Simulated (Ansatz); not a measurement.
## Cs: distorted cells

These are results of Ansatz, DFT PBE, scalar-relativistic, plane waves, PAW, not measurements.

Cutoff 420 eV; k points 9×9×6 on the computed 2-atom cell (Γ-centred); Gaussian smearing, width 0.10 eV; no spin polarisation.

Reference cell:

```yaml
crystal:
  lattice:
    - [5.56631, 0.00000, 0.00000]
    - [-2.78315, 4.82056, 0.00000]
    - [0.00000, 0.00000, 9.25848]
  atoms:
    - { symbol: Cs, position: [0.33333, 0.66667, 0.25000] }
    - { symbol: Cs, position: [0.66667, 0.33333, 0.75000] }
```

Each variant moves atoms of this cell by the vectors given, if any (Å), and then applies a symmetric strain (tensor components, Cartesian axes). The reference cell isn't relaxed at this level. Energies are per atom at zero smearing, counted from the lowest variant. Pressure is positive in compression.

1. strain (xx yy zz yz xz xy, %) -0.94 -0.94 -3.94 0.00 0.00 0.00
2. strain (xx yy zz yz xz xy, %) 1.11 1.11 -7.89 0.00 0.00 0.00
3. strain (xx yy zz yz xz xy, %) -2.70 -2.70 -5.70 0.00 0.00 0.00
4. strain (xx yy zz yz xz xy, %) 7.92 7.92 -1.08 0.00 0.00 0.00

```
result  ΔE (meV/atom) P (GPa)
     A            4.5     0.01
     B            2.3     0.12
     C            0.0     0.00
     D           28.3    -0.26
```

Problem. Which variant gave which result?

Solution. A is 2, B is 3, C is 1, D is 4. The pressure falls as the cell grows: from the smallest volume to the largest the variants are 3, 2, 1, 4.

This form isn't the element's structure at ambient conditions.